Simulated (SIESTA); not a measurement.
HfO2 under changes of volume

One of the cells (10.955 Å³/atom); the others are scaled copies at fixed shape and fractional positions:

```
Hf O
1.0
     5.21946    0.00000    0.00000
     0.00000    5.00476    0.00000
     0.00000    0.00000    5.03269
Hf O
4 8
Direct
  0.96699 0.73252 0.74144
  0.53301 0.73252 0.24144
  0.46699 0.26748 0.74144
  0.03301 0.26748 0.24144
  0.63213 0.92865 0.87927
  0.86787 0.92865 0.37927
  0.23395 0.53988 0.49229
  0.26605 0.53988 0.99229
  0.76605 0.46012 0.99229
  0.73395 0.46012 0.49229
  0.13213 0.07135 0.87927
  0.36787 0.07135 0.37927
```

Measurements of this composition are mostly on another form, of space group No. 14.

| Item | Value |
| --- | --- |
| Program | SIESTA 5.4.2 |
| Functional | AM05 |
| Potentials or basis | PseudoDojo 0.4 standard (PBEsol files) |
| Basis | DZP (energy shift 0.002 Ry) |
| Grid cutoff | 800 Ry |
| Energy shift | 0.002 Ry |
| k mesh | 4 × 4 × 4 |
| Occupations | fermi-dirac, width 0.05 eV |
| Spin | no spin polarisation |

```tsv
volume (Å³/atom)	energy over the lowest point (meV/atom)	pressure (GPa)	gap on the mesh (eV)	largest force (eV/Å)
10.298	50.53	22.3	4.42	0.375
10.517	?	?	?	?
10.736	8.71	8.8	4.28	0.191
10.955	0.65	3.1	4.21	0.123
11.175	0.00	-2.0	4.14	0.104
11.394	5.99	-6.6	4.07	0.130
11.613	17.96	-10.8	4.00	0.181
```

Task: What does the run at 10.517 Å³/atom give?

Result: Energy over the lowest point 25.03 meV/atom; pressure 15.2 GPa; gap on the mesh 4.35 eV; largest force 0.277 eV/Å.

Worked out: A Birch-Murnaghan fit of order 3 (a polynomial in V^(-2/3)) to the other rows has its minimum at 11.08 Å³/atom with B0 = V·E''(V) = 257 GPa and B' = 4.5 at fixed shape and positions, which overstates the stiffness. It gives 25.02 meV/atom at 10.517 Å³/atom, against the run's 25.03, and -dE/dV = 15.2 GPa, against 15.2. A straight line through the other rows of the gap, of slope -3.49 eV per unit of ln V, gives 4.35 eV, against the run's 4.35.

Energies are extrapolated to zero smearing.

Caveats: semicore shells carry a single zeta, which can move pressures by several GPa and volumes by a few percent; the potentials were made for another functional, which shifts forces and pressure; spin-orbit coupling is left out, which moves the levels of the heavy elements; the basis of atomic orbitals isn't converged, which shifts pressures, moduli and gaps.

A mesh can miss the band edges.
